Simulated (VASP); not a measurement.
# MgO: an input that fails (relaxed cell and band gap)

MgO, Fm-3m (no. 225), 2 atoms in the cell.

INCAR:
```
SYSTEM = MgO
PREC     = Accurate       ! precision mode
ENCUT    = 600            ! plane-wave cutoff, eV
EDIFF    = 1E-7           ! SCF threshold, eV
ISMEAR   = 0              ! smearing method
SIGMA    = 0.02           ! smearing width, eV
LREAL    = .False.        ! projectors in reciprocal space
LASPH    = .True.         ! aspherical terms in the spheres
GGA_COMPAT= .False.      
ALGO     = Normal         ! electronic algorithm
NELM     = 80             ! most SCF steps
ISIF     = 3              ! what is computed and relaxed
LWAVE    = .False.        ! write WAVECAR
LCHARG   = .False.        ! write CHGCAR
GGA      = LIBXC          ! functional
LIBXC1   = GGA_X_PBEE   
LIBXC2   = GGA_C_PBE    
IBRION   = 2              ! ionic algorithm
EDIFFG   = -0.005         ! ionic threshold
NSW      = 20             ! ionic steps
```

KPOINTS:
```
k-points
0
Gamma
  8 8 8
```

POSCAR:
```
MgO
1.0
    0.0000000000      2.0970013927      2.0970013927
    2.0970013927      0.0000000000      2.0970013927
    2.0970013927      2.0970013927      0.0000000000
Mg O
1 1
Direct
    0.0000000000      0.0000000000      0.0000000000
    0.5000000000      0.5000000000      0.5000000000
```

Commands:
```
cat potpaw_PBE.64/Mg/POTCAR potpaw_PBE.64/O/POTCAR > POTCAR
mpirun -np 1 vasp_std > vasp.out
```

VASP stops with:
```
One of the selected functionals for Libxc does not exist. Either you mistyped the name or your installed version of Libxc is not recent enough to include this functional. ---->  I REFUSE TO CONTINUE WITH THIS SICK JOB ... BYE!!! <----
```

Cause: misspelt functional name under LIBXC1.
